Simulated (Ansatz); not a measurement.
GaP:

```xyz
2
Lattice="0.0000 2.7252 2.7252 2.7252 0.0000 2.7252 2.7252 2.7252 0.0000" Properties=species:S:1:pos:R:3 pbc="T T T"
Ga    0.0000    0.0000    0.0000
P     4.0879    4.0879    4.0879
```

* Program: Ansatz 0.2.0
* Task: relaxation of cell and atoms
* Functional: BLYP
* Potentials or basis: Ansatz PAW
* Cutoff: 420 eV (not typed: the program's choice for these potentials)
* k mesh: 8 × 8 × 8
* Occupations: fermi-dirac, width 0.05 eV
* Spin: no spin polarisation

At the start: volume 20.24 Å³/atom.

Problem. Where does the relaxation end?

Solution. It ends after 5 steps and the volume is 21.92 Å³/atom (+8.3 %); space group F-43m (No. 216, to 0.05 Å).

Step by step:
| step | energy change (eV) | largest force (eV/Å) | volume (Å³) |
| --- | --- | --- | --- |
| 1 | 0.0000 | 0.0000 | 40.48 |
| 2 | -0.0533 | 0.0000 | 42.63 |
| 3 | -0.0602 | 0.0000 | 43.68 |
| 4 | -0.0602 | 0.0000 | 43.84 |
| 5 | -0.0611 | 0.0000 | 43.84 |

Final structure:
```cif
data_structure
_symmetry_space_group_name_H-M 'P 1'
_symmetry_Int_Tables_number 1
_cell_length_a 3.9578
_cell_length_b 3.9578
_cell_length_c 3.9578
_cell_angle_alpha 60.000
_cell_angle_beta 60.000
_cell_angle_gamma 60.000
_cell_volume 43.84
loop_
_atom_site_label
_atom_site_type_symbol
_atom_site_fract_x
_atom_site_fract_y
_atom_site_fract_z
_atom_site_occupancy
Ga1 Ga 0.00000 0.00000 0.00000 1
P1 P 0.75000 0.75000 0.75000 1
```

Caveat: the plane-wave basis is chosen anew once the cell has moved, so the energies of steps on either side of that aren't comparable; the PAW data sets come from PBE, with cores solved anew for the run's functional, which leaves a small shift of forces and pressure.
